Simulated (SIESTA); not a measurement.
**HgSe under changes of volume**

One of the cells (28.067 Å³/atom); the others are scaled copies at fixed shape and fractional positions:

```
CELL_PARAMETERS angstrom
0.00000 3.03900 3.03900
3.03900 0.00000 3.03900
3.03900 3.03900 0.00000
ATOMIC_POSITIONS crystal
Hg 0.00000 0.00000 0.00000
Se 0.75000 0.75000 0.75000
```

* Program: SIESTA 5.4.2
* Functional: PBE
* Potentials or basis: PseudoDojo 0.4 standard (PBE files)
* Basis: DZP (energy shift 0.003 Ry; two zetas on semicore shells)
* Grid cutoff: 800 Ry
* Energy shift: 0.003 Ry
* k mesh: 8 × 8 × 8
* Occupations: fermi-dirac, width 0.05 eV
* Spin: no spin polarisation

```tsv
volume (Å³/atom)	energy over the lowest point (meV/atom)	pressure (GPa)
26.383	124.94	10.7
26.944	90.68	8.9
27.505	62.42	7.2
28.067	?	?
28.628	22.48	4.4
29.189	9.16	3.2
29.751	0.00	2.0
```

Question: What does the run at 28.067 Å³/atom give?

Answer: Energy over the lowest point 39.81 meV/atom; pressure 5.7 GPa.

Worked out: A Birch-Murnaghan fit of order 3 (a polynomial in V^(-2/3)) to the other rows has no minimum within the range. It gives 39.95 meV/atom at 28.067 Å³/atom, against the run's 39.81, and -dE/dV = 5.7 GPa, against 5.7.

Energies are extrapolated to zero smearing.

Caveats: short orbitals over semicore shells can move pressures by several GPa; the basis of atomic orbitals isn't converged, which shifts pressures, moduli and gaps.
